## Question

The table lists compounds in which each atom has four neighbours of the other kind. Take the length of the bond, called "shortest distance" in the table, and the energies of the outer s and p levels of the two free atoms.

(a) Find a rule that gives the direct gap with pencil and paper. (b) Apply it to GaAs and MgS, whose bonds are almost equally long. (c) Judge its accuracy over the table and say where it must not be used.

Compounds of the zincblende type, space group F-43m (216), computed with PBE and without spin polarisation in two plane-wave PAW programs, VASP 6.6.1 and Ansatz 0.2.0, each with its own datasets and cutoff. Both programs use the same cells, relaxed with r2SCAN; those of CdSe and InP are also strained.

| formula | element on site A | Z A | element on site B | Z B | volume per atom (Å³) | shortest distance (Å) | VASP k mesh | band gap VASP (eV) | direct gap VASP (eV) | direct gap Ansatz (eV) | band gap Ansatz less band gap VASP (eV) |
| --- | --- | --- | --- | --- | --- | --- | --- | --- | --- | --- | --- |
| MgS | Mg | 12 | S | 16 | 22.69 | 2.452 | 8×8×8 | 3.458 | 3.458 | 3.466 | 0.008 |
| GaN | Ga | 31 | N | 7 | 11.38 | 1.948 | 10×10×10 | 1.764 | 1.764 | 1.756 | -0.008 |
| GaP | Ga | 31 | P | 15 | 20.24 | 2.360 | 8×8×8 | 1.603 | 1.825 | 1.827 | 0.000 |
| GaAs | Ga | 31 | As | 33 | 22.74 | 2.454 | 8×8×8 | 0.470 | 0.470 | 0.466 | -0.004 |
| GaSb | Ga | 31 | Sb | 51 | 28.82 | 2.655 | 8×8×8 | 0.000 | 0.000 | 0.000 | 0.000 |
| CdSe | Cd | 48 | Se | 34 | 28.87 | 2.657 | 8×8×8 | 0.555 | 0.555 | 0.555 | 0.000 |
| CdTe | Cd | 48 | Te | 52 | 35.29 | 2.841 | 6×6×6 | 0.660 | 0.660 | 0.662 | 0.002 |
| InP | In | 49 | P | 15 | 25.77 | 2.558 | 8×8×8 | 0.582 | 0.582 | 0.586 | 0.004 |

## Model answer

**(a) The rule.** The direct gap of these compounds lies at the point Γ, where the electron wave repeats identically from cell to cell. In a picture built from s and p orbitals, symmetry there lets s orbitals mix only with s orbitals and p only with p. Each mixing yields a bonding level below and an antibonding level above. The eight valence electrons that make the bonds fill the bonding s level and the three bonding p levels. In these compounds the antibonding s level lies below the antibonding p levels, so the gap runs from bonding p up to antibonding s.

Two limits show what sets its size. If the atoms hardly interact, the levels stay where the atoms put them: the top filled level is the p level of the non-metal, and the lowest empty one is the s level of the metal. A metal with a shallow s level then favours a wide gap. If the two atoms are alike, the splitting comes from their interaction alone, and a shorter bond widens the gap.

Real compounds lie between these limits. Two levels that couple move apart to equal distances above and below their middle. That distance is the root of the squared half distance of the levels plus the squared coupling. With site A for the metal and B for the non-metal, this gives

$$E = S + P - M$$

$$S=\sqrt{\left(\frac{s_B-s_A-3}{2}\right)^2+\left(\frac{40}{d^2}\right)^2}$$

$$P=\sqrt{\left(\frac{p_B-p_A-3}{2}\right)^2+\left(\frac{10}{d^2}\right)^2}$$

$$M=\frac{s_A+s_B}{2}-\frac{p_A+p_B}{2}$$

Here $E$ is the direct gap in eV, $d$ the bond length in Å, and $s$ and $p$ are the depths of the atomic levels below vacuum in eV. $M$ is the distance between the middle of the s pair and the middle of the p pair. The couplings 40 and 10 are rounded standard tight-binding constants, and the depths are rough recalled values.

The 3 eV is the one number adjusted to the gaps. It is a round choice: the printed fit, which also frees an overall factor, prefers 3.5 eV and reaches a somewhat smaller error. It brings the levels of metal and non-metal closer together. Part of the reason may be charge: the non-metal gains electrons, which makes its levels shallower, while those of the metal become deeper. The charges on the neighbouring atoms act against this, so the size of the shift has to be fitted.

**(b) Two rows.** For GaAs, $d^2 = 2.454^2 = 6.02$, so the couplings are 6.64 and 1.66 eV. The s levels lie at 9.2 eV (Ga) and 15 eV (As), the p levels at 2.8 and 5.3 eV.

$$S=\sqrt{1.4^2+6.64^2}=6.79$$

$$P=\sqrt{(-0.25)^2+1.66^2}=1.68$$

$$M=12.1-4.05=8.05$$

$$E=6.79+1.68-8.05=0.42\ \text{eV}$$

The computed direct gap is 0.47 eV.

In MgS the couplings are nearly the same, but the atoms differ. The s levels lie at 4.8 eV (Mg) and 17 eV (S), the p levels at 1.4 and 7.1 eV. The same steps give

$$E=8.09+2.14-6.65=3.58\ \text{eV}$$

against a computed 3.46 eV.

The rule traces the wide gap of MgS mainly to the shallow s level of magnesium. This level lifts the middle of the s pair, which reduces $M$. Together with the deep s level of sulphur it also makes the s pair more unequal, which increases $S$. Each of the two changes adds more than 1 eV to the gap.

The effect of the bond shows when indium replaces gallium in the phosphide. Indium has the shallower s level, which by itself would widen the gap, but the longer bond weakens both couplings and wins. The rule lowers the direct gap from 1.7 to 0.8 eV; the computed values fall from 1.8 to 0.6 eV.

**(c) Accuracy and range.** For the seven compounds with bonds between 2.36 and 2.84 Å, the typical (root-mean-square) error is 0.23 eV, while their gaps run from zero to about 3.5 eV. Both worked rows belong to the seven used to choose the 3 eV, so their agreement is no independent test. When that number and an overall factor are refitted with one compound left out at a time, the error for the omitted compound is typically 0.27 eV. The printed output after this text shows the steps for every row.

The rule thus separates a wide gap from a narrow one, but it cannot reliably rank compounds whose gaps differ by a few tenths of an eV. Among the five compounds with gaps below 0.7 eV its typical error is no smaller than the spread of the gaps themselves. CdSe is the worst of the seven: the estimate of 1.1 eV is twice the computed gap. The rule therefore places CdSe above CdTe, whereas the calculation has them the other way round. For GaSb it gives practically zero. The calculation puts the antibonding s level 0.012 eV below the bonding p level there, so no gap is left, and the error of the rule is counted from this negative distance. An error of a few tenths of an eV would decide between a small gap and none.

GaN lies outside the range. Its bond is only 1.95 Å long, and the rule gives 5.1 eV where the calculation gives 1.8 eV. This compound was not used to choose the 3 eV. A single failure shows neither whether the short bond is to blame nor where the rule breaks down, so it should be trusted only for similar compounds with bonds in the tested range, 2.36 to 2.84 Å.

The rule also concerns the direct gap alone. In GaP the lowest empty state lies away from Γ, so the band gap is 1.60 eV although the direct gap is 1.83 eV.

Three points concern the cells. All were relaxed with r2SCAN and are under compression for PBE, by 0.9 to 6.2 GPa; in cells relaxed with PBE the bonds would be longer and the direct gaps are expected to be smaller. Those of CdSe and InP are strained, and the size of the strain is not given, but they remain cubic and their pressures, 1.7 and 1.6 GPa, lie among the others; the rule uses the bond lengths of the cells as computed. MgS prefers the rock-salt structure, and GaN and CdSe prefer wurtzite, so these rows describe less stable forms.

## Remarks on the reasoning

**A good gap does not vouch for the steps.** For three compounds the computed levels at Γ allow $S$, $P$ and $M$ to be checked one by one. In GaSb, whose atomic levels are the most alike, all three are close. In CdTe the rule makes both $P$ and $M$ too small by about 0.8 eV. Both errors have one source: the rule puts the empty antibonding p levels about 1.6 eV too close to the bonding ones. These empty levels enter $P$ and $M$ alike and drop out of the gap, which comes out almost right.

**GaN shows where the gap goes wrong.** There all three parts are wrong by 2 eV or more, so it is clearer to compare the levels themselves. The distance between the two kinds of filled level, bonding s and bonding p, is right to within 1 eV. The rule puts the empty antibonding s level, however, 3.4 eV too high above the bonding p levels, and that is the whole error of the gap. The fault lies mainly in the s pair, whose two levels the rule sets 4.1 eV too far apart. Higher s levels of both atoms, which the rule omits, would push the antibonding s level down; this is not tested here. The d level of gallium would push the bonding p levels up, but the computed d levels that can mix with p lie only 0.33 eV below those that cannot, so this push is expected to be a small part of the error.

**The 3 eV should not be read as a measured charge effect.** In GaAs it places the p level of gallium below that of arsenic, which is why a negative half distance stands under the root. The number also absorbs other errors of the simple picture. It is needed all the same: without it the seven estimates are too high by 1.5 eV on average.

**More decimals would not help.** If the s level of the non-metal is wrong by half an eV, the estimate shifts by up to 0.23 eV, as much as the typical error of the rule. The same error in the s level of the metal counts for more: its effects through $M$ and $S$ add up, while those of the non-metal partly cancel. The two programs, by contrast, differ by at most 0.008 eV in the band gap. The choice of program therefore plays no part in the quality of the hand estimate.

**The rule imitates a calculation, and that calculation has its own error.** The functional PBE makes such gaps too small: for GaAs the measured gap is roughly 1.5 eV, a recalled value, about three times the computed one. Spin-orbit coupling is also left out. It would lower the gap of CdTe more than that of CdSe and may reverse their order. In GaSb it is expected to deepen the inversion of the levels; real GaSb has a gap, so its zero here is a failure of PBE. The estimate serves to understand or check a PBE result, not to predict a measured gap.

Printed output of the fit:

```
Level depths and gap at Gamma (eV):
   row  s of A  s of B  p of A  p of B        rule  computed  rule less computed
   MgS     4.8      17     1.4     7.1       3.581     3.458              0.1226
   GaN     9.2      18     2.8     7.3       5.123     1.764               3.359
   GaP     9.2      14     2.8     5.7       1.684     1.825             -0.1408
  GaAs     9.2      15     2.8     5.3      0.4174      0.47            -0.05262
  GaSb     9.2      13     2.8     5.1  -0.0002023   -0.0116              0.0114
  CdSe       6      18     1.4     6.7        1.11     0.555              0.5551
  CdTe       6      15     1.4     6.2      0.6245      0.66            -0.03552
   InP     8.5      14     2.8     5.7      0.7686     0.582              0.1866
Steps of the rule (eV):
   row  half s distance  s coupling  s root  half p distance  p coupling  p root  s-p middle distance
   MgS              4.6       6.653   8.088             1.35       1.663   2.142                 6.65
   GaN              2.9       10.54   10.93             0.75       2.635    2.74                 8.55
   GaP              0.9       7.182   7.238            -0.05       1.795   1.796                 7.35
  GaAs              1.4       6.642   6.788            -0.25       1.661   1.679                 8.05
  GaSb              0.4       5.675   5.689            -0.35       1.419   1.461                 7.15
  CdSe              4.5       5.666   7.236             1.15       1.417   1.825                 7.95
  CdTe                3       4.956   5.793              0.9       1.239   1.531                  6.7
   InP             1.25       6.113    6.24            -0.05       1.528   1.529                    7
fit of egap on 7 rows (inrange): coefficient of sqrt(((sB - sA - s) / 2)**2 + vs**2) + sqrt(((pB - pA - s) / 2)**2 + vp**2) - mid 1.038 +/- 0.053, s 3.5; rms 0.175, worst CdSe 0.286, leave-one-out rms 0.269
  rows outside the fit (model, value, miss): GaN 5.189, 1.764, 3.42
rms miss of the rule without GaN (eV): 0.2336
standard deviation of the computed gaps without GaN (eV): 1.188
mean excess without the 3 eV cut, without GaN (eV): 1.488
largest change of the estimate if the anion s level is 0.5 eV off, without GaN (eV): 0.2324
largest difference between the two programs (eV): 0.008
GaN, s root, rule less computed (eV): 2.058
GaN, p root, rule less computed (eV): -2.43
GaN, s-p middle distance, rule less computed (eV): -3.731
CdTe, s root, rule less computed (eV): -0.02237
CdTe, p root, rule less computed (eV): -0.78
CdTe, s-p middle distance, rule less computed (eV): -0.7672
GaSb, sum of the absolute misses of the three parts (eV): 0.1335
```
